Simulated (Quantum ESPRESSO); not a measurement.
BN:

```
CELL_PARAMETERS angstrom
1.25112 0.72234 3.37293
-1.25112 0.72234 3.37293
0.00000 -1.44467 3.37293
ATOMIC_POSITIONS crystal
N 0.66724 0.66724 0.66724
B 0.00033 0.00033 0.00033
```

The cell is a database's computed one.

| Item | Value |
| --- | --- |
| Program | Quantum ESPRESSO 7.5 |
| Task | single point |
| Functional | PBE |
| Potentials or basis | SSSP 1.3 efficiency PBE |
| Cutoff | 816 eV |
| Density cutoff | 6531 eV |
| k mesh | 12 × 12 × 12 |
| Occupations | fermi-dirac, width 0.05 eV |
| Spin | no spin polarisation |

On this cell: pressure 2.5 GPa; largest force 0.003 eV/Å; band gap on the k mesh 4.30 eV, indirect (least direct gap 4.72 eV).

The same run follows on a disturbed copy (atoms moved at random, drawn with an rms of 0.05 Å):

```
N B
1.0
     1.25112    0.72234    3.37293
    -1.25112    0.72234    3.37293
     0.00000   -1.44467    3.37293
N B
1 1
Direct
  0.69139 0.66011 0.64607
  0.98621 0.01287 0.01615
```

Q: What does the disturbed cell give?

A: The energy moves by +104.5 meV/atom; pressure 5.6 GPa; largest force 3.681 eV/Å; band gap on the k mesh 3.74 eV, indirect (least direct gap 4.61 eV).

Forces in eV/Å, atoms in the order of the input:
```
N   -2.368 -2.717  0.746
B    2.368  2.717 -0.746
```

Stress tensor (GPa, compression positive):
```
 0.19 -6.69  1.30
-6.69 14.97  1.47
 1.30  1.47  1.77
```

A k mesh can miss the band edges.
